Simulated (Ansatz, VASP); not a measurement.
## Ni: VASP beside Ansatz

```xyz
1
Lattice="0.0000 1.7597 1.7597 1.7597 0.0000 1.7597 1.7597 1.7597 0.0000" Properties=species:S:1:pos:R:3 pbc="T T T"
Ni    0.0000    0.0000    0.0000
```

Alike in both runs: task single point; functional PBE; k mesh 22 × 22 × 22; occupations fermi-dirac, width 0.05 eV; collinear spin.

|  | VASP | Ansatz |
| --- | --- | --- |
| version | VASP 6.6.1 | Ansatz 0.2.0 |
| potentials or method | VASP PAW PBE potentials, release 64 (Ni) | plane waves (420 eV) with PAW, scalar-relativistic |
| plane-wave cutoff (eV) | 520 | 420 |
| valence electrons in the cell | 10 | 18 |

```tsv
	VASP	Ansatz	Ansatz less VASP
pressure (GPa)	-0.1	0.0	+0.07
net moment per atom (μB)	0.64	0.65	+0.009
size of the moment on the site where the two differ most (μB)	0.65	0.69	+0.036
```

Site moments also hang on the region over which each program counts them. The two sets of potentials don't hold the same shells in valence.
